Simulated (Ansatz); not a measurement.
## Br: frozen-core PAW against all-electron methods

```
CELL_PARAMETERS angstrom
0.00000 2.36166 2.36166
2.36166 0.00000 2.36166
2.36166 2.36166 0.00000
ATOMIC_POSITIONS crystal
Br 0.00000 0.00000 0.00000
```

Conventional cell: a = 4.723 Å, b = 4.723 Å, c = 4.723 Å, α = 90.00°, β = 90.00°, γ = 90.00°. Br (atom 1) is surrounded by 12 Br at 3.34 Å.

The structure comes from a relaxation in the same program, started in the fcc type, and has space group Fm-3m. Whether it is a known phase or the ground state wasn't checked.

All numbers are computed: DFT, PBE, PAW with Ansatz's default frozen-core files, scalar-relativistic (Ansatz 0.2.0); DFT, PBE, all-electron PAW with datasets made for the crystal, scalar-relativistic (Ansatz 0.2.0); DFT, PBE, all-electron LAPW, scalar-relativistic (Ansatz 0.2.0).

For PAW: a Γ-centred 16×16×16 k mesh, Fermi–Dirac smearing of 0.03 eV, cutoff 420 eV, no spin polarisation. The crystal-made all-electron datasets (AE datasets) take a cutoff of 180 eV at this cell. LAPW targets a basis error of 0.25 meV/atom. The Ansatz runs share mesh, smearing and spin set-up. Plane-wave (PAW) pressures include the program's estimate of the Pulay term.

Stress and pressure are positive in compression.

Levels count from the Fermi level.

```
                      quantity      PAW  AE datasets     LAPW
                pressure (GPa)    -0.03        -0.02    -0.02
highest filled level at X (eV)   -1.067       -1.067   -1.067
  lowest empty level at X (eV)    6.658        6.658    6.657
highest filled level at Γ (eV)  -15.269      -15.269  -15.269
  lowest empty level at Γ (eV)    0.870        0.870    0.870
```
